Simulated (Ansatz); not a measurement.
# How CoSi2 converges under other mixers and occupations, part 2 of 2

Aim: run CoSi2 with the default SCF settings, then change one group of settings at a time and see what moves: the number of iterations, the state or the numbers. CoSi2 is taken in the deposited crystal structure (space group Fm-3m), 3 atoms in the cell. Source: COD entry 9009010, which need not be the ambient phase.

Ansatz 0.2.0; DFT r2SCAN, PAW, plane waves, scalar-relativistic. The steps go on from the part before.

## Step 5: Density-residual threshold 1e-2 eV

The COD entry's cell or inner coordinates are ideal or old and differ from later refinements, so a difference from it is no clean test against experiment.

Input file input.yaml:

```yaml
crystal:
  lattice:
    - [0.0, 2.678, 2.678]
    - [2.678, 0.0, 2.678]
    - [2.678, 2.678, 0.0]
  atoms:
    - { symbol: Co, position: [0.0, 0.0, 0.0], spin: 3.0 }
    - { symbol: Si, position: [0.25, 0.25, 0.25] }
    - { symbol: Si, position: [0.75, 0.75, 0.75] }
magnetization:
  spin_polarized: true
hamiltonian:
  xc: r2scan
  pseudopotentials: { kind: paw }
basis:
  ecutwfc: 500
kpoints:
  mp_grid: { grid: [8, 8, 8] }
scf:
  occupations: { method: fermi_dirac, width: 0.1 }
  lower_state_search: "off"
  convergence: { dr2_threshold: "1e-2 eV" }
output:
  forces: true
  stress: true
```

The run is started by

```sh
> ansatz run input.yaml --threads 2 --pin off --max-ram 5120MiB --backend cpu --events-out ev --progress --plain --runs-dir out
```

What it wrote (excerpt; [...] marks lines left out):

```text
Warning: scf.convergence.dr2_threshold = 1e-2 eV is looser than this run's default, which is 1e-7 eV or tighter. The error in the forces grows as the threshold's square root, so leave the key out unless less accurate forces are enough
Warning: output.stress: scf.convergence.dr2_threshold = 1e-2 eV is looser than the 3e-10 eV advised for a printed stress (1e-10 eV for each atom of the cell: 3). What an SCF threshold leaves in a stress goes as its square root, and in the free energy as the threshold itself, and one [...]
[... 25 lines as in an earlier run ...]
Starting moments: Σ|m| = 3 μB on 1 of 3 sites
[... 2 lines as in an earlier run ...]
SCF iter   1: F=-6406.341631 eV  HF=-6410.021763 eV  |F-HF|=3.68e0  |Δ(HF+E_count)|=         —  Δρ=2.00e-1 (↑9.27e-2 ↓2.00e-1)  dr2=6.49e0  dr2_τ=1.20e-1  dr2_m=7.28e0  M=0.573 μB ∫|m|=1.172 μB  β_m=0.30  ethr=3.10e-3  ⟨swp⟩=5.9  Hψ=5434  notcnv=0
[...]
[... 1 line as in an earlier run ...]
[...]
[... 1 line as in an earlier run ...]
[...]
SCF iter  20: F=-6410.895767 eV  HF=-6410.895767 eV  |F-HF|=2.86e-10  |Δ(HF+E_count)|=  6.58e-10  Δρ=1.12e-6 (↑1.12e-6 ↓1.08e-6)  dr2=1.11e-9  dr2_τ=5.49e-12  dr2_m=5.88e-12  M=0.000 μB ∫|m|=0.000 μB  ethr=1.00e-12  ⟨swp⟩=1.0  Hψ=3038  notcnv=0
WARN: the starting moments were not kept: the SCF closed with an absolute magnetisation of 4.0e-6 μB, where they sum to 3 μB in size (1 site). That is at most 0.1 of that sum. Measured as dr2_m measures the in/out step, that magnetisation stands 3.8e-12 eV from none, at or under the [...]
[... 1 line as in an earlier run ...]
SCF converged after 20 iterations
Magnetization: 0.0000 μB (12.5000 up, 12.5000 down)
Absolute magnetization: 0.0000 μB (∫|ρ↑−ρ↓|, with the PAW one-centre terms)
Spin contamination: 0.0000 ħ² per cell (⟨S²⟩ above its minimum at these occupations)
Per-site moments (μB) at R_I (Å): [(-5.968988237957108e-7, 0.9566766129255746), (4.1541983575013845e-7, 0.9566766129255748), (4.154198357587709e-7, 0.9566766129255746)]
Free energy (F): -6410.895767 eV
[...]
E sigma→0 (E₀):  -6410.878909 eV
Entropy (-TS):   -0.033716 eV (-11.239 meV/atom)
Fermi energy:    12.761516 eV
[...]
--- Forces (eV/Å), atoms counted from 1 ---
  atom   1  Co    -0.00000000     0.00000000    -0.00000000
  atom   2  Si     0.00000000     0.00000000     0.00000000
  atom   3  Si    -0.00000000    -0.00000000    -0.00000000
[...]
--- Stress (GPa, compression-positive) ---
       -4.275035      -0.000000       0.000000
       -0.000000      -4.275035      -0.000000
        0.000000      -0.000000      -4.275035
  P = ⅓ Tr σ = -4.2750 GPa (-42.750 kbar)
```

Run time: 8.1 s. Hardware: 2 threads of Arm Neoverse V1, shared host; peak memory 0.44 GiB.

The count stays at 20. Against the default run: the same free energy, the program's other tests kept it going past the loose threshold.

Such a setting isn't fit for results; the run shows only what it costs.

## Step 6: Anderson, β 0.02, history 4, no preconditioner

Edit input.yaml of step 5 so:

```diff
@@ -21,3 +21,5 @@
   lower_state_search: "off"
-  convergence: { dr2_threshold: "1e-2 eV" }
+  algorithm: density_mixing
+  max_iter: 100
+  mixing: { algorithm: anderson, ndim: 4, beta: 0.02, preconditioner: none }
 output:
```

The run is started by

```sh
> ansatz run input.yaml --threads 2 --pin off --max-ram 5120MiB --backend cpu --events-out ev --progress --plain --runs-dir out
```

What it wrote (excerpt; [...] marks lines left out):

```text
[... 25 lines as in an earlier run ...]
Starting moments: Σ|m| = 3 μB on 1 of 3 sites
[... 2 lines as in an earlier run ...]
SCF iter   1: F=-6406.341837 eV  HF=-6410.021758 eV  |F-HF|=3.68e0  |Δ(HF+E_count)|=         —  Δρ=2.00e-1 (↑9.27e-2 ↓2.00e-1)  dr2=6.49e0  dr2_τ=1.20e-1  dr2_m=7.28e0  M=0.573 μB ∫|m|=1.172 μB  β_m=0.02  ethr=3.10e-3  ⟨swp⟩=5.9  Hψ=5666  notcnv=0
[...]
[... 1 line as in an earlier run ...]
[...]
SCF iter  90: F=-6410.895767 eV  HF=-6410.895767 eV  |F-HF|=1.96e-8  |Δ(HF+E_count)|=   6.40e-9  Δρ=3.53e-6 (↑3.53e-6 ↓2.87e-6)  dr2=1.51e-9  dr2_τ=1.73e-10  dr2_m=3.31e-9  M=-0.000 μB ∫|m|=0.000 μB  ethr=4.89e-12  ⟨swp⟩=1.0  Hψ=2610  notcnv=0
WARN: the starting moments were not kept: the SCF closed with an absolute magnetisation of 1.7e-4 μB, where they sum to 3 μB in size (1 site). That is at most 0.1 of that sum. Measured as dr2_m measures the in/out step, that magnetisation stands 5.2e-8 eV from none, at or under the [...]
[... 1 line as in an earlier run ...]
SCF converged after 90 iterations
Magnetization: -0.0001 μB (12.5000 up, 12.5000 down)
Absolute magnetization: 0.0002 μB (∫|ρ↑−ρ↓|, with the PAW one-centre terms)
Spin contamination: 0.0000 ħ² per cell (⟨S²⟩ above its minimum at these occupations)
Per-site moments (μB) at R_I (Å): [(-0.0001273691703360124, 0.9566766129255746), (9.184764948677914e-6, 0.9566766129255748), (9.184764948673823e-6, 0.9566766129255746)]
Free energy (F): -6410.895767 eV
[...]
E sigma→0 (E₀):  -6410.878909 eV
Entropy (-TS):   -0.033716 eV (-11.239 meV/atom)
Fermi energy:    12.761519 eV
[... 27 lines left out: energy terms, forces, stress ...]
```

Run time: 26 s. Hardware: 2 threads of Arm Neoverse V1, shared host; peak memory 0.44 GiB.

It takes 90 iterations (default 20). Against the default run: the same free energy.

## Step 7: Broyden, β 0.3, history 8, no preconditioner

Edit input.yaml of step 6 so:

```diff
@@ -23,3 +23,3 @@
   max_iter: 100
-  mixing: { algorithm: anderson, ndim: 4, beta: 0.02, preconditioner: none }
+  mixing: { algorithm: broyden, ndim: 8, beta: 0.3, preconditioner: none }
 output:
```

The run is started by

```sh
> ansatz run input.yaml --threads 2 --pin off --max-ram 5120MiB --backend cpu --events-out ev --progress --plain --runs-dir out
```

What it wrote (excerpt; [...] marks lines left out):

```text
[... 25 lines as in an earlier run ...]
Starting moments: Σ|m| = 3 μB on 1 of 3 sites
[... 2 lines as in an earlier run ...]
SCF iter   1: F=-6406.341837 eV  HF=-6410.021758 eV  |F-HF|=3.68e0  |Δ(HF+E_count)|=         —  Δρ=2.00e-1 (↑9.27e-2 ↓2.00e-1)  dr2=6.49e0  dr2_τ=1.20e-1  dr2_m=7.28e0  M=0.573 μB ∫|m|=1.172 μB  β_m=0.30  ethr=3.10e-3  ⟨swp⟩=5.9  Hψ=5666  notcnv=0
[...]
spin-set hold released at iteration 3 (the charge has settled, or the pull on large starting moments outlasts its swing): the magnetisation degrees of freedom join the quasi-Newton model from the next iteration; the mixer history was flushed
[...]
SCF iter  18: F=-6410.895767 eV  HF=-6410.895767 eV  |F-HF|=1.74e-10  |Δ(HF+E_count)|=   2.46e-9  Δρ=8.64e-7 (↑8.64e-7 ↓7.59e-7)  dr2=6.46e-10  dr2_τ=1.79e-12  dr2_m=3.03e-12  M=-0.000 μB ∫|m|=0.000 μB  ethr=1.01e-11  ⟨swp⟩=1.3  Hψ=2876  notcnv=0
WARN: the starting moments were not kept: the SCF closed with an absolute magnetisation of 1.2e-5 μB, where they sum to 3 μB in size (1 site). That is at most 0.1 of that sum. Measured as dr2_m measures the in/out step, that magnetisation stands 1.6e-10 eV from none, at or under the [...]
[... 1 line as in an earlier run ...]
SCF converged after 18 iterations
Magnetization: -0.0000 μB (12.5000 up, 12.5000 down)
Absolute magnetization: 0.0000 μB (∫|ρ↑−ρ↓|, with the PAW one-centre terms)
Spin contamination: 0.0000 ħ² per cell (⟨S²⟩ above its minimum at these occupations)
Per-site moments (μB) at R_I (Å): [(-7.444678334109705e-6, 0.9566766129255746), (-5.80219905930575e-7, 0.9566766129255748), (-5.802199059254633e-7, 0.9566766129255746)]
Free energy (F): -6410.895767 eV
[...]
E sigma→0 (E₀):  -6410.878909 eV
Entropy (-TS):   -0.033716 eV (-11.239 meV/atom)
Fermi energy:    12.761516 eV
[... 27 lines left out: energy terms, forces, stress ...]
```

Wall time 7 s (2 threads of Arm Neoverse V1, shared host); peak memory 0.44 GiB.

18 iterations against 20; the same free energy.

## Step 8: Broyden, β 0.3, preconditioner local Kerker

Edit input.yaml of step 7 so:

```diff
@@ -23,3 +23,3 @@
   max_iter: 100
-  mixing: { algorithm: broyden, ndim: 8, beta: 0.3, preconditioner: none }
+  mixing: { algorithm: broyden, beta: 0.3, preconditioner: local_kerker }
 output:
```

The run is started by

```sh
> ansatz run input.yaml --threads 2 --pin off --max-ram 5120MiB --backend cpu --events-out ev --progress --plain --runs-dir out
```

What it wrote (excerpt; [...] marks lines left out):

```text
[... 25 lines as in an earlier run ...]
Starting moments: Σ|m| = 3 μB on 1 of 3 sites
[... 2 lines as in an earlier run ...]
spin=Collinear: local-Kerker preconditioning applied to the charge; magnetization (m = ρ↑ − ρ↓) channel mixes plain (no charge-response kernel on spin).
SCF iter   1: F=-6406.341837 eV  HF=-6410.021758 eV  |F-HF|=3.68e0  |Δ(HF+E_count)|=         —  Δρ=2.00e-1 (↑9.27e-2 ↓2.00e-1)  dr2=6.49e0  dr2_τ=1.20e-1  dr2_m=7.28e0  M=0.573 μB ∫|m|=1.172 μB  β_m=0.30  ethr=3.10e-3  ⟨swp⟩=5.9  Hψ=5666  notcnv=0
[...]
[... 1 line as in an earlier run ...]
[...]
SCF iter  17: F=-6410.895767 eV  HF=-6410.895767 eV  |F-HF|=5.00e-10  |Δ(HF+E_count)|=   4.00e-9  Δρ=5.87e-7 (↑2.78e-7 ↓5.87e-7)  dr2=1.55e-10  dr2_τ=1.55e-11  dr2_m=1.60e-11  M=-0.000 μB ∫|m|=0.000 μB  ethr=1.64e-11  ⟨swp⟩=1.3  Hψ=3020  notcnv=0
WARN: the starting moments were not kept: the SCF closed with an absolute magnetisation of 2.2e-5 μB, where they sum to 3 μB in size (1 site). That is at most 0.1 of that sum. Measured as dr2_m measures the in/out step, that magnetisation stands 6.5e-10 eV from none, at or under the [...]
[... 1 line as in an earlier run ...]
SCF converged after 17 iterations
Magnetization: -0.0000 μB (12.5000 up, 12.5000 down)
Absolute magnetization: 0.0000 μB (∫|ρ↑−ρ↓|, with the PAW one-centre terms)
Spin contamination: 0.0000 ħ² per cell (⟨S²⟩ above its minimum at these occupations)
Per-site moments (μB) at R_I (Å): [(-1.5025782095736465e-5, 0.9566766129255746), (1.3624527782606764e-6, 0.9566766129255748), (1.3624527782603878e-6, 0.9566766129255746)]
Free energy (F): -6410.895767 eV
[...]
E sigma→0 (E₀):  -6410.878909 eV
Entropy (-TS):   -0.033716 eV (-11.239 meV/atom)
Fermi energy:    12.761516 eV
[... 27 lines left out: energy terms, forces, stress ...]
```

Run time: 6.2 s. Hardware: 2 threads of Arm Neoverse V1, shared host; peak memory 0.45 GiB.

It takes 17 iterations (default 20). Against the default run: the same free energy.

## Step 9: Comparison

| step | settings | iterations | time | against the default run |
| --- | --- | --- | --- | --- |
| 2 | default SCF settings | 20 | 7.6 s | reference |
| 3 | cutoff 700 eV | 20 | 14 s | free energy shifted by -0.8 meV/atom |
| 4 | Methfessel–Paxton smearing, width 0.3 eV | 19 | 6.8 s | free energy shifted by +5.9 meV/atom, zero-width estimate unchanged, pressure -4.4 GPa against -4.3 |
| 5 | density-residual threshold 1e-2 eV | 20 | 8.1 s | the same free energy, the program's other tests kept it going past the loose threshold |
| 6 | Anderson, β 0.02, history 4, no preconditioner | 90 | 26 s | the same free energy |
| 7 | Broyden, β 0.3, history 8, no preconditioner | 18 | 7 s | the same free energy |
| 8 | Broyden, β 0.3, preconditioner local Kerker | 17 | 6.2 s | the same free energy |

Decimal logarithm of the largest residual (eV) by iteration, counted through all cycles of a run:

```tsv
iteration	step 2	step 3	step 4	step 5	step 6	step 7	step 8
1	0.9	0.9	0.9	0.9	0.9	0.9	0.9
2	0.8	0.8	0.8	0.8	0.9	1.1	0.7
3	0.5	0.5	0.5	0.5	0.8	0.8	0.5
4	0.0	0.0	0.0	0.0	0.6	0.5	0.1
5	-1.1	-1.1	-1.1	-1.1	0.6	-0.3	-1.5
9	-2.7	-2.6	-2.6	-2.7	-1.5	-2.9	-2.9
17	-7.0	-7.4	-7.7	-8.0	-2.6	-8.6	-9.8
25	-	-	-	-	-4.2	-	-
33	-	-	-	-	-5.6	-	-
41	-	-	-	-	-6.9	-	-
50	-	-	-	-	-7.4	-	-
58	-	-	-	-	-7.4	-	-
66	-	-	-	-	-7.6	-	-
74	-	-	-	-	-8.0	-	-
82	-	-	-	-	-8.4	-	-
90	-	-	-	-	-8.5	-	-
```

## Step 10: What came out

What follows sums up all 2 parts.

```
                                                              quantity                                                     value
                                                           default run         20 iterations, non-magnetic, no gap on the k-mesh
                  fewest iterations to that state among the runs shown          17 (Broyden, β 0.3, preconditioner local Kerker)
                                                 most iterations to it       90 (Anderson, β 0.02, history 4, no preconditioner)
           runs that end in another state, among changes of path alone                                                         0
largest shift of the free energy by occupations, cutoff, mesh or field  +5.9 meV/atom (Methfessel–Paxton smearing, width 0.3 eV)
```

What this shows: 4 runs solve the same problem and reach the default's state, in 17 to 90 iterations: there the settings change the path, not the answer. Occupations, cutoff, mesh and fields change the problem that is solved, not just the path; the largest shift here is that of “Methfessel–Paxton smearing, width 0.3 eV”. Other settings tried on this cell gave no result: Anderson, β 1.5, history 8 (input refused); linear mixing, β 0.05, no preconditioner (not converged after 100 iterations, still settling); fixed occupations (input refused); Broyden, β 1.2, history 8 (input refused). Counts include iterations that the program adds to test a close, so a difference of one or two ranks nothing. The starting density is a sum of atomic densities.
